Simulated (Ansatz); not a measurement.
# A C vacancy in 4H-SiC, 255 atoms, charge 0 (h site)

All numbers come from Ansatz (PAW, plane waves, no spin–orbit coupling) at the single k point (¼, ¼, ¼) without its symmetry partners. The atoms were relaxed with PBEsol in a fixed cell; other functionals are single points on those atoms unless said otherwise. The valence top and gap of the host come from its small cell on a dense mesh, with the band extrema sought between the mesh points, lined up by the mean potential, PBEsol gap 2.12 eV, HSE06 gap 3.14 eV.

Cell: a = 12.312 Å, b = 10.663 Å, c = 20.152 Å, α = 90.00°, β = 90.00°, γ = 90.00°.

Nearest atoms after relaxation, from the placed atom (for vacancies from the middle of the vacant sites): Si at 1.80 Å, Si at 1.83 Å, Si at 1.84 Å, Si at 1.85 Å, C at 2.93 Å, C at 2.95 Å, C at 2.95 Å, C at 3.01 Å.

Chemical potentials μ are those of reference phases of the elements at zero temperature by the same functional (the usual solids, diamond for C, grey Sn, and the molecules H2, N2, O2, F2, Cl2, Br2 and S8).

```
functional  E(defect) − E(host) − Σ nμ + q·E_VBM (eV)  monopole (eV)  alignment (eV)  formation energy at E_F = VBM (eV)  moment (μB)             wall time, shared host
    PBEsol                                       4.41           0.00            0.00                                4.41  0 (no spin)  34 s on NVIDIA GB300 (relaxation)
     HSE06                                       5.04           0.00            0.00                                5.04  0 (no spin)            2.6 min on NVIDIA GB300
```

HSE06 one-electron levels near the gap (the ten most localised at most), from the host's valence top:

```
level (eV)  spin  filling  atoms sharing it  element of the atom with most weight
     -0.28  both     2.00             171.6                                spread
     -0.23  both     2.00             187.2                                spread
     -0.13  both     2.00             166.7                                spread
      1.18  both     2.00              13.4                                    Si
      3.06  both     0.00              15.9                                    Si
      3.30  both     0.00              14.2                                    Si
```

All elements are taken at their own reference at once; growth conditions in equilibrium with the host shift these energies, by up to the host's formation enthalpy.

One k point and a cell of this size can leave errors of several tenths of an eV in such numbers.

Removing carbon leaves four silicon dangling bonds that share four electrons. In the usual picture, their symmetric combination is filled and lies low, near or within the valence band, while the remaining pair occupies one member of a split, triply degenerate set. The filled, silicon-centred HSE06 level at 1.18 eV, in the lower half of the gap, fits this picture. The empty level at 3.06 eV is too close to the conduction edge to be assigned firmly as a gap state.

The silicon neighbours sit slightly closer to the vacant site than a normal Si–C bond length, which suggests weak Si–Si rebonding across the vacancy. This recovers only part of the energy of the broken Si–C bonds, so the formation energy remains large, at 5.04 eV with HSE06. Because only carbon is removed, this is the carbon-rich limit, and carbon-poor growth would favour the vacancy. The one-electron levels are not charge transition levels, so they do not test the negative-U behaviour known for this defect.
